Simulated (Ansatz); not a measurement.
# Stack of 1T-SnSSe under 1T-ZrSSe, shifted by two thirds of the diagonal in a perpendicular field, part 2 of 2

What dipole does a perpendicular field induce in the stack of 1T-SnSSe under 1T-ZrSSe, shifted by two thirds of the diagonal, and does the gap follow? A positive field points along +c.

Ansatz 0.2.0; plane-wave DFT, PBE-D3(BJ), Ansatz PAW.

So far. Step 2 (Relaxing the slab): The lattice constant a goes from 3.763 to 3.720 Å.

**3. Single point, field 0, start network**

A sawtooth potential applies the field, turning back in the middle of the vacuum. With the dipole correction the typed value is the field outside the slab. The induced dipole is small, so the SCF threshold is tight.

The cell differs from the one that the last finished run ended in (c 47.800 → 27.681 Å).

The input, input.yaml:

```yaml
crystal:
  lattice:
    - [3.7195444886, 0.0, 0.0]
    - [-1.8597722443, 3.2212200177, 0.0]
    - [0.0, 0.0, 27.6809802091]
  atoms:
    - { symbol: Se, position: [0.6666666667, 0.3333333333, 0.325132995] }
    - { symbol: Sn, position: [0.0, 0.0, 0.3839938464] }
    - { symbol: S, position: [0.3333333333, 0.6666666667, 0.4371383684] }
    - { symbol: Se, position: [0.3333333333, 0.6666666667, 0.5654602765] }
    - { symbol: Zr, position: [0.6666666667, 0.3333333333, 0.6245607522] }
    - { symbol: S, position: [0.0, 0.0, 0.674867005] }
kpoints:
  mp_grid: { grid: [12, 12, 1] }
  band_path:
    path: [[0, 0, 0], [0.5, 0, 0], [0.33333333, 0.33333333, 0], [0, 0, 0]]
    npoints: 16
hamiltonian:
  xc: pbe
  dispersion: d3bj
scf:
  occupations: { method: fermi_dirac, width: 0.02585 }
  convergence: { dr2_threshold: 1.0e-10 }
efield:
  axis: 3
  dipole_correction: true
  ramp_position: 0.97
  ramp_width: 0.06
  amplitude: 0
output:
  dos: { projected: true, e_range: [-6, 5] }
  write_potential: true
  write_density: true
  volumetric_format: npy
  elf: true
```

On the command line:

```
$ ansatz run input.yaml --threads 2 --pin off --max-ram 3072MiB --backend cpu --events-out ev --progress --plain --runs-dir out
```

Numbers of over 12 decimals in the logs are rounded to 6 here.

Log:

```text
[...]
Crystal: 6 atoms, lattice volume = 331.659 Å³
Basis set: ecut = 420 eV, 6537 PW (Γ)
Bands: 42, of which v1, the nominal top of the filled ones, is band 35 counted from 1 (34 counted from 0)
Symmetry: 6 space group operations
[...]
k-points: 19 of 144 (time reversal used)
[...]
SCF iter   1: F=—  HF=-22957.414360 eV  |F-HF|=—  |Δ(HF+E_count)|=         —  Δρ=1.54e-3  dr2=4.53e-2  ethr=1.77e-3  p=-0.035 e·Å  D=-1.89e-2 V/Å  ΔV_dip=0.52 eV  dr2_dipole=8.72e-3  V_vac-E_F(+/−)=5.58/5.06 eV  ⟨swp⟩=10.8  Hψ=3644  notcnv=0  defer=2
efield: sawtooth ramp at fractional position 0.9700 (set: `efield.ramp_position`, or a place that a band, a saddle search or an elastic batch's reference lends), width 0.0600; the density the first Hamiltonian is built on has a dipole p = -0.035 e·Å; the dipole correction subtracts the counter field D = -1.89e-2 V/Å, which shifts the + side's vacuum level by +0.52 eV against the − side's; the planar-averaged density in the ramp window peaks in size at 9.7e-6 e/Å³
[...]
SCF iter   2: F=—  HF=-22957.411631 eV  |F-HF|=—  |Δ(HF+E_count)|=   2.73e-3  Δρ=1.26e-3  dr2=3.08e-2  ethr=6.47e-5  p=-0.004 e·Å  D=-2.18e-3 V/Å  ΔV_dip=0.06 eV  dr2_dipole=1.20e-2  V_vac-E_F(+/−)=5.46/5.40 eV  ⟨swp⟩=3.1  Hψ=1323  notcnv=0  defer=50
[...]
SCF iter  12: F=-22957.408136 eV  HF=-22957.408136 eV  |F-HF|=1.31e-10  |Δ(HF+E_count)|=  7.64e-11  Δρ=5.95e-8  dr2=5.15e-11  ethr=1.00e-12  p=-0.028 e·Å  D=-1.50e-2 V/Å  ΔV_dip=0.42 eV  dr2_dipole=1.82e-11  V_vac-E_F(+/−)=5.65/5.23 eV  ⟨swp⟩=2.9  Hψ=1558  notcnv=0
SCF 1 converged in 12 iterations: F = -22957.408136 eV  dr2 = 5.15e-11
[...]
NSCF: frozen V_eff on 49 k-points
efield: sawtooth ramp at fractional position 0.9700 (kept from the solve that this one continues, or follows in the run), width 0.0600; the density the first Hamiltonian is built on has a dipole p = -0.028 e·Å; the dipole correction subtracts the counter field D = -1.50e-2 V/Å, which shifts the + side's vacuum level by +0.42 eV against the − side's; the planar-averaged density in the ramp window peaks in size at 8.0e-6 e/Å³
[...]
SCF converged after 12 iterations
Free energy (F): -22957.408136 eV
[...]
Internal energy: -22957.408130 eV  (E = F + TS)
E sigma→0 (E₀):  -22957.408133 eV
Entropy (-TS):   -0.000006 eV (-0.001 meV/atom)
Fermi energy:    0.520327 eV
Dipole field:    D = -0.015017 V/Å  (p = -0.027524 e·Å, saw-weighted, corrected)
Work function:   Φ+ = 5.6502 eV   Φ− = 5.2345 eV
Levels:          The Fermi level and band energies are counted from a zero that moves with the ramp; work functions are not
[...]
--- Band table (eV; the first three rows and the last of 19) ---
  k-point 0: bands = [... 31 lower, -0.1477, -0.1477, 0.3230, 0.3230, 1.5994, 1.5994, 1.6440, 2.4347, ... 3 higher]
  k-point 1: bands = [... 31 lower, -0.4876, -0.1942, -0.1698, 0.0894, 1.6749, 1.8700, 1.9641, 2.5736, ... 3 higher]
  k-point 2: bands = [... 31 lower, -1.1769, -0.3053, -0.2732, -0.2431, 1.5910, 2.2024, 2.3466, 2.8252, ... 3 higher]
  k-point 18: bands = [... 31 lower, -1.8662, -1.6191, -1.1394, -1.1068, 1.7515, 2.3386, 2.8464, 3.1069, ... 3 higher]
```

Wall time 74 s (2 threads of Intel Xeon at 2.50GHz (Skylake/Cascade Lake), shared host); peak memory 0.83 GiB; 2.2 min of CPU time.

In the SCF lines HF is the Harris–Foulkes energy and dr2 the Hartree energy of the density residual, in eV; the loop may stop once dr2 is under the threshold and the program's other checks hold. Hψ counts applications of the Hamiltonian.

This step gave:

```yaml
dipole_along_the_normal: -0.02752 e·Å
gap_along_the_path: 0.4054 eV
smallest_direct_gap_along_the_path: 1.276 eV
step_between_the_vacuum_levels: 0.4157 eV
ionisation_energy_upper_face: 5.847 eV
electron_affinity_upper_face: 5.442 eV
ionisation_energy_lower_face: 5.432 eV
gap_the_smaller_of_path_and_mesh: 0.4054 eV
```

Running mean over a fixed 2.7 Å (it still follows the layers) of the planar mean; the ramp of the sawtooth is left out. Electron's electrostatic potential energy less the Fermi level against z:

z (Å), electron's electrostatic potential energy less the Fermi level (eV) and a bar from the least value:
```
      3.5       5.23 #############################
      4.0       5.23 #############################
      4.5       5.23 #############################
      5.0       5.23 #############################
      5.5       5.23 #############################
      6.0       5.19 #############################
      6.5       5.05 #############################
      7.0       4.41 ###########################
      7.5       3.11 ########################
      8.0       1.56 #####################
      8.5      -0.17 #################
      9.0      -1.79 ##############
      9.5      -2.83 ###########
     10.0      -3.51 ##########
     10.5      -4.05 #########
     11.0      -4.28 ########
     11.5      -3.67 ##########
     12.0      -2.48 ############
     12.5      -1.03 ###############
     13.0       0.86 ####################
     13.5       2.50 #######################
     14.0       3.05 ########################
     14.5       2.27 #######################
     15.0       0.71 ###################
     15.5      -1.42 ###############
     16.0      -4.48 ########
     16.5      -6.70 ###
     17.0      -7.63 #
     17.5      -8.05 
     18.0      -7.55 #
     18.5      -5.17 ######
     19.0      -1.90 #############
     19.5       0.64 ###################
     20.0       2.81 ########################
     20.5       4.59 ############################
     21.0       5.42 ##############################
     21.5       5.60 ##############################
     22.0       5.64 ##############################
     22.5       5.65 ##############################
     23.0       5.65 ##############################
     23.5       5.65 ##############################
     24.0       5.65 ##############################
     24.5       5.65 ##############################
```

The density of states has structure finer than the step of the table below, so its rows give means over 0.25 eV, whole bins alone (the curve runs from -6 to 2.19 eV). Peaks (eV: height): -4.430: 8.61, -3.490: 14.9, -2.860: 17.1, -2.690: 10.5, -1.780: 13.0, -0.760: 9.14, 1.220: 10.9.

Table of density of states by energy, zero at the Fermi level of the run, which the smearing sets inside the gap; means over each step:

```tsv
energy (eV)	density of states (states/eV a cell)
-5.50	0
-5.25	1.14
-5.00	1.76
-4.75	2.07
-4.50	3.13
-4.25	2.92
-4.00	5.05
-3.75	3.81
-3.50	8.15
-3.25	5.13
-3.00	6.29
-2.75	6.97
-2.50	4.96
-2.25	3.72
-2.00	4.88
-1.75	6.94
-1.50	5.38
-1.25	7.03
-1.00	3.93
-0.75	3.37
-0.50	0.415
-0.25	0.119
0.00	0
0.25	0.253
0.50	1.03
0.75	2.35
1.00	3.16
1.25	5.46
1.50	3.27
1.75	2.31
2.00	1.65
```

Projected DOS per atom over height of the atomic layer and energy from the Fermi level. Layers: Se Sn S Se Zr S from below.

Values in states/eV, 22 rows by 6 columns, each cell a mean:
```
0.01 0.02 0.01 0.26 1.24 0.20
0.37 0.51 0.40 0.15 1.00 0.11
0.64 0.76 0.63 0.26 2.20 0.25
0.32 0.40 0.32 0.15 1.21 0.20
0.22 0.27 0.21 0.03 0.32 0.06
0.03 0.03 0.03 0.00 0.00 0.00
0.00 0.00 0.00 0.07 0.01 0.04
0.44 0.02 0.12 0.53 0.09 0.28
1.21 0.06 0.62 1.27 0.24 0.70
1.93 0.10 1.41 1.96 0.48 0.84
2.00 0.12 1.73 1.42 0.36 0.72
1.02 0.17 1.14 1.06 0.32 0.67
0.52 0.23 0.76 1.27 0.78 1.23
0.53 0.31 0.73 0.98 1.62 2.63
0.92 0.62 1.37 0.68 0.72 1.14
0.68 0.54 0.97 1.63 1.13 1.86
0.48 0.45 0.72 0.66 0.86 1.31
0.41 0.39 0.56 0.40 0.57 0.75
0.43 0.45 0.52 0.14 0.20 0.22
0.53 0.56 0.56 0.01 0.00 0.00
0.07 0.08 0.07 0.00 0.00 0.00
0.00 0.00 0.00 0.00 0.00 0.00
```
Columns: height of the atomic layer (Å) from 9 to 18.7 (not evenly spaced); rows upwards: energy from the Fermi level (eV) from -5.96 to 2.14.

Electronic bands along the path, in eV, zero at the Fermi level of the run, which the smearing sets inside the gap:

```tsv
point	band 32	band 33	band 34	band 35	band 36	band 37	band 38	band 39
Γ	-0.67	-0.67	-0.20	-0.20	1.08	1.08	1.12	1.91
halfway	-1.81	-1.10	-0.90	-0.86	0.87	1.30	2.22	2.53
M	-1.89	-1.36	-1.24	-1.15	0.21	0.52	2.69	2.99
halfway	-2.15	-1.92	-1.71	-1.39	0.96	1.23	2.59	2.75
K	-2.39	-2.14	-1.66	-1.63	1.23	1.82	2.33	2.59
halfway	-1.82	-1.75	-1.41	-0.87	1.40	1.62	1.82	2.83
Γ	-0.67	-0.67	-0.20	-0.20	1.08	1.08	1.12	1.91
```

ELF in the ca plane at fractional y = 0.000, with atoms of Sn and S within 0.2 Å of it. It is the smooth field of the valence electrons, not physical close to the nuclei.

Values, 6 rows by 16 columns, each cell a mean:
```
0.13 0.24 0.09 0.23 0.06 0.01 0.04 0.11 0.15 0.69 0.57 0.83 0.32 0.02 0.00 0.00
0.49 0.40 0.25 0.44 0.36 0.04 0.31 0.55 0.21 0.38 0.78 0.59 0.13 0.01 0.00 0.00
0.72 0.51 0.22 0.64 0.66 0.10 0.58 0.76 0.31 0.11 0.22 0.09 0.01 0.00 0.00 0.00
0.69 0.50 0.23 0.61 0.61 0.08 0.53 0.73 0.28 0.15 0.41 0.22 0.02 0.00 0.00 0.00
0.35 0.34 0.23 0.34 0.23 0.02 0.19 0.39 0.18 0.52 0.83 0.71 0.19 0.01 0.00 0.00
0.09 0.21 0.04 0.21 0.04 0.00 0.02 0.06 0.15 0.70 0.37 0.85 0.35 0.02 0.00 0.00
```
Columns run along c (16.0 Å, from fractional 0.31 to 0.88 of the cell), rows up along a (3.7 Å). Atoms in or near the plane, at fractional coordinates: Sn at (0.38, 0.00), S at (0.67, 0.00).

Electrostatic potential energy in the ca plane at fractional y = 0.000, with atoms of Sn and S within 0.2 Å of it. With pseudopotentials it is smooth inside the atoms' cores, unlike the true potential.

Ten even steps from '0' (-13 eV) to '9' (6 eV), each cell a mean:
```
99999999999999999998730799116899999999999887
99999999999999999998751021047899999999988877
99999999999999999988775211467899999998877655
99999999999999999876667666777789999987666533
99999999999999999875567777766689999986555421
99999999999999999876567777776789999986555422
99999999999999999987776544577889999988776644
99999999999999999998763000157899999999888766
99999999999999999998740375027899999999998887
99999999999999999998730999316899999999999887
```
Columns run along c (16.0 Å, from fractional 0.07 to 0.64 of the cell; values clipped at the 3rd and 97th percentile), rows up along a (3.7 Å). Atoms in or near the plane, at fractional coordinates: Sn at (0.38, 0.00).

Valence density in the ca plane at fractional y = 0.000, with atoms of Sn and S within 0.2 Å of it. It is the smooth field of the valence electrons, not physical close to the nuclei.

Values in units of 1e0 e/Å³, 6 rows by 16 columns, each cell a mean:
```
0.0 0.0 0.0 0.0 0.0 0.1 0.8 5.8 0.6 0.0 0.0 0.0 0.1 0.1 0.6 0.9
0.0 0.0 0.0 0.0 0.0 0.1 0.3 0.5 0.3 0.1 0.0 0.1 0.2 0.2 0.3 0.5
0.0 0.0 0.0 0.0 0.0 0.3 0.3 0.2 0.3 0.2 0.0 0.1 0.4 0.3 0.2 0.1
0.0 0.0 0.0 0.0 0.0 0.2 0.3 0.2 0.3 0.2 0.0 0.1 0.3 0.3 0.2 0.2
0.0 0.0 0.0 0.0 0.0 0.1 0.3 1.2 0.3 0.1 0.0 0.0 0.1 0.1 0.4 0.7
0.0 0.0 0.0 0.0 0.0 0.1 1.0 8.8 0.8 0.0 0.0 0.0 0.0 0.1 0.6 0.8
```
Columns run along c (16.0 Å, from fractional 0.12 to 0.70 of the cell), rows up along a (3.7 Å). Atoms in or near the plane, at fractional coordinates: Sn at (0.38, 0.00), S at (0.67, 0.00).

The gap is 0.41 eV, with the valence edge 5.85 eV and the conduction edge 5.44 eV under the upper vacuum level.

**4. Single point, field 0.1 V/Å**

input.yaml: that of step 3 with these lines changed.

```diff
@@ -26,7 +26,6 @@
   dipole_correction: true
-  ramp_position: 0.97
-  ramp_width: 0.06
-  amplitude: 0
+  ramp_position: 0.9548
+  ramp_width: 0.0849
+  amplitude: 0.1
 output:
-  dos: { projected: true, e_range: [-6, 5] }
   write_potential: true
@@ -34,2 +33 @@
   volumetric_format: npy
-  elf: true
```

Log:

```text
[...]
Crystal: 6 atoms, lattice volume = 331.659 Å³
Basis set: ecut = 420 eV, 6537 PW (Γ)
Bands: 42, of which v1, the nominal top of the filled ones, is band 35 counted from 1 (34 counted from 0)
Symmetry: 6 space group operations
[...]
k-points: 19 of 144 (time reversal used)
[...]
k-point 0: bands = [... 31 lower, -0.2189, -0.2189, 0.3878, 0.3878, 1.5823, 1.6664, 1.6664, 2.5002, ... 3 higher]
  k-point 1: bands = [... 31 lower, -0.4511, -0.2398, -0.1307, 0.1540, 1.7399, 1.9053, 1.9368, 2.6381, ... 3 higher]
  k-point 2: bands = [... 31 lower, -1.1286, -0.3248, -0.2279, -0.2211, 1.6581, 2.1396, 2.4132, 2.8904, ... 3 higher]
  k-point 18: bands = [... 31 lower, -1.7883, -1.5568, -1.2071, -1.1308, 1.6861, 2.4066, 2.9102, 3.1730, ... 3 higher]
[key lines of the parts left out:]
SCF converged after 14 iterations
Free energy (F): -22957.408807 eV
Fermi energy:    0.520193 eV
Dipole field:    D = 0.022381 V/Å  (p = 0.041021 e·Å, saw-weighted, corrected)
```

Elapsed: 73 s, on 2 threads; peak memory 0.74 GiB; 2.2 min of CPU time.

The dipole is 0.0410 e·Å, 0.0685 e·Å from its value without field, and the gap 0.275 eV.

**5. Single point, field -0.1 V/Å**

input.yaml: that of step 4 with these lines changed.

```diff
@@ -28,3 +28,3 @@
   ramp_width: 0.0849
-  amplitude: 0.1
+  amplitude: -0.1
 output:
```

Log:

```text
[...]
Crystal: 6 atoms, lattice volume = 331.659 Å³
Basis set: ecut = 420 eV, 6537 PW (Γ)
Bands: 42, of which v1, the nominal top of the filled ones, is band 35 counted from 1 (34 counted from 0)
Symmetry: 6 space group operations
[...]
k-points: 19 of 144 (time reversal used)
[...]
k-point 0: bands = [... 31 lower, -0.0738, -0.0738, 0.2586, 0.2586, 1.5330, 1.5330, 1.7066, 2.3711, ... 3 higher]
  k-point 1: bands = [... 31 lower, -0.4955, -0.2568, -0.0977, 0.0259, 1.6092, 1.8038, 2.0234, 2.5125, ... 3 higher]
  k-point 2: bands = [... 31 lower, -1.2050, -0.3637, -0.3222, -0.1772, 1.5244, 2.2668, 2.2805, 2.7611, ... 3 higher]
  k-point 18: bands = [... 31 lower, -1.9174, -1.6824, -1.0737, -1.0675, 1.8193, 2.2712, 2.7830, 3.0414, ... 3 higher]
[key lines of the parts left out:]
SCF converged after 15 iterations
Free energy (F): -22957.414309 eV
Fermi energy:    0.521838 eV
Dipole field:    D = -0.052335 V/Å  (p = -0.095924 e·Å, saw-weighted, corrected)
```

The job ended after 75 s (2 threads; peak memory 0.74 GiB; 2.2 min of CPU time).

The dipole is -0.0959 e·Å, -0.0684 e·Å from its value without field, and the gap 0.537 eV.

**6. Response, atoms held**

This step: plane-wave DFT, PBE-D3(BJ), Ansatz PAW; response to a field along the normal, atoms held (Ansatz 0.2.0).

The dipoles give the slope, and the difference of two potentials shows where the field is screened.

This step gave:

```yaml
equivalent_conductor_thickness_p_eps_0ae: 10.34 Å
distance_between_the_outer_atoms: 9.681 Å
```

Dipole of the cell against applied field:

```tsv
applied field (V/Å)	dipole of the cell (e·Å)
-0.1000	-0.0959
0.0000	-0.0275
0.1000	0.0410
```

Local field over the applied field, running mean. From the potentials at -0.1 and 0.1 V/Å; running mean over 2.8 Å. The local field over applied field by z:

```tsv
z (Å)	local field over applied field
4.5	0.998
5.0	0.995
5.5	0.985
6.0	0.959
6.5	0.897
7.0	0.782
7.5	0.630
8.0	0.464
8.5	0.299
9.0	0.169
9.5	0.0907
10.0	0.0560
10.5	0.0443
11.0	0.0566
11.5	0.0913
12.0	0.153
12.5	0.240
13.0	0.333
13.5	0.391
14.0	0.396
14.5	0.354
15.0	0.267
15.5	0.166
16.0	0.0884
16.5	0.0526
17.0	0.0451
17.5	0.0547
18.0	0.0921
18.5	0.177
19.0	0.303
19.5	0.458
20.0	0.620
20.5	0.775
21.0	0.895
21.5	0.960
22.0	0.986
22.5	0.996
23.0	0.999
23.5	1.000
```

Electrons, planar mean, per unit field. Table of induced electron density by z:

z (Å), induced electron density (e/Å³ per V/Å) and a bar from the least value:
```
      4.5    0.00001 ###############
      5.0    0.00002 ###############
      5.5    0.00005 ################
      6.0    0.00016 ################
      6.5    0.00045 #################
      7.0    0.00115 ####################
      7.5    0.00251 ##########################
      8.0    0.00355 ##############################
      8.5    0.00197 #######################
      9.0    0.00091 ###################
      9.5    0.00043 #################
     10.0   -0.00105 ###########
     10.5   -0.00026 ##############
     11.0    0.00073 ##################
     11.5    0.00016 ################
     12.0   -0.00077 ############
     12.5   -0.00158 #########
     13.0   -0.00274 ####
     13.5   -0.00138 ##########
     14.0    0.00065 ##################
     14.5    0.00255 ##########################
     15.0    0.00244 #########################
     15.5    0.00057 ##################
     16.0    0.00043 #################
     16.5   -0.00022 ##############
     17.0   -0.00054 #############
     17.5    0.00019 ################
     18.0    0.00011 ################
     18.5   -0.00055 #############
     19.0   -0.00168 ########
     19.5   -0.00373 
     20.0   -0.00271 ####
     20.5   -0.00120 ##########
     21.0   -0.00044 ##############
     21.5   -0.00015 ###############
     22.0   -0.00005 ###############
     22.5   -0.00001 ###############
     23.0    0.00000 ###############
     23.5    0.00000 ###############
```

The smaller of the gaps on the path and on the k-mesh, counted as 0 under 0.03 eV. Table of gap by applied field:

```tsv
applied field (V/Å)	gap (eV)
-0.1000	0.537
0.0000	0.405
0.1000	0.276
```

By hand: between -0.1 and 0.1 V/Å the dipole changes by 0.1369 e·Å, a slope of 0.6847 e·Å²/V. A perfect conductor of thickness t has p = ε₀AEt, so t = 180.95 × 0.6847 / 11.981 = 10.34 Å (e/ε₀ = 180.95 V·Å, A in Å²).

The induced dipole is that of a conductor 10.34 Å thick.

**7. What came out**

```
gap without field                          : 0.405 eV
ionisation energy, upper face              : 5.85 eV
electron affinity, upper face              : 5.44 eV
step between the vacuum levels             : 0.416 eV
equivalent conductor thickness, atoms held : 10.3 Å
```

**Reading.** The induced dipole equals that of a perfect conductor 10.34 Å thick, while the outer atoms lie 9.68 Å apart; an out-of-plane ε follows only once a thickness t is chosen, by 1 − 1/ε = 10.34 Å / t. The two faces differ: the vacuum level above lies 0.42 eV higher than the one below. The gap goes from 0.41 eV to 0.54 eV at -0.1 V/Å. With the field reversed the gap is 0.28 eV at 0.1 V/Å. Semilocal functionals give gaps that are too small, and excitons are not included. Spin-orbit coupling is left out, which matters for the bands of elements this heavy.

[Logs are printed without paths, hosts, clocks, repeated set-up lines and the standing remarks that a program may print on its own settings, such as how far it seeks lower states.]

[Hosts, paths, dates, database ids (printed as entryN), source tags and the programs' standing remarks are cut or masked in the printed files.]

[Maps of the electrostatic potential energy from Ansatz leave out the sawtooth potential of an applied field or a dipole correction, so their vacuum need not be flat; planar profiles and work functions include it.]

[The density of states shown here was stored with 400 of the rows of the run's finer table, so its peaks can read low, often by over a quarter, or be missed, and its means over a window can be off by a tenth or more.]
